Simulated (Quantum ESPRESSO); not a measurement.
Cost and result for the electronic dielectric constant of AgCl

Symmetry: Fm-3m, No. 225, cubic system. Conventional cell: a = 5.470 Å, b = 5.470 Å, c = 5.470 Å, α = 90.00°, β = 90.00°, γ = 90.00°. Around Ag (site symmetry m-3m) lie 6 Cl at 2.73 Å. Cl (site symmetry m-3m) has 6 Ag at 2.73 Å as nearest neighbours.

```tsv
rung	level	program and potentials	cutoff (eV)	k mesh	task	core time	chip	electronic dielectric constant	miss	notes
GGA	PBE	Quantum ESPRESSO, SSSP 1.3 efficiency PBE	816	4 × 4 × 4, shifted	phonons	4.5 min	Intel Xeon Platinum 8375C Ice Lake	(a)	?	13 valence electrons an atom on average
LDA	LDA	Quantum ESPRESSO, JTH 2.0 LDA	707	6 × 6 × 6, shifted	phonons	5.2 min	Arm Neoverse V2	5.79	+47.7 %	9 valence electrons an atom on average; cell relaxed first (19.21 Å³/atom)
GGA	PBE	Quantum ESPRESSO, JTH 2.0 PBE	707	6 × 6 × 6, shifted	phonons	6.6 min	Arm Neoverse V2	4.93	+25.8 %	9 valence electrons an atom on average; cell relaxed first (22.09 Å³/atom)
LDA	LDA	Quantum ESPRESSO, PseudoDojo 0.4.1 SR LDA standard	1170	6 × 6 × 6, shifted	dielectric tensor	6.9 min	Arm Neoverse V2	(b)	?	13 valence electrons an atom on average
GGA	AM05	Quantum ESPRESSO, PseudoDojo 0.4.1 SR PBE standard	1116	6 × 6 × 6, shifted	dielectric tensor	7.4 min	Arm Neoverse V2	5.37	+37.0 %	potentials made for PBE; 13 valence electrons an atom on average
GGA	WC	Quantum ESPRESSO, PseudoDojo 0.4.1 SR PBE standard	1116	6 × 6 × 6, shifted	dielectric tensor	7.5 min	Arm Neoverse V2	5.49	+40.1 %	potentials made for PBE; 13 valence electrons an atom on average
GGA	BLYP	Quantum ESPRESSO, PseudoDojo 0.4.1 SR PBE standard	1116	6 × 6 × 6, shifted	dielectric tensor	7.7 min	Arm Neoverse V2	5.16	+31.6 %	potentials made for PBE; 13 valence electrons an atom on average
GGA	PBEsol	Quantum ESPRESSO, PseudoDojo 0.4.1 SR PBEsol standard	1116	6 × 6 × 6, shifted	dielectric tensor	7.8 min	Arm Neoverse V2	5.47	+39.5 %	13 valence electrons an atom on average
```

Times are single runs on shared hosts and different chips, so they are rough; meshes, cutoffs and the tasks' sizes weigh on the time. All rows: no spin polarisation. The cell comes from a database and isn't always the measured one. Meshes differ between rows, which moves values too. All levels ran on this one cell, unrelaxed unless noted. Meshes are those of the run's cell of 2 atoms unless a note names another. Misses use the values as printed. Runs on faulty files, with rough fits or with known faults for this quantity aren't shown. No row holds spin-orbit coupling.

Measured: 3.92 (a printed reference work). The runs are for a static lattice.

Q: Estimate the values left out from the other rows.

A: (a) 5.18, miss +32.1 %; (b) 5.62, miss +43.4 %.
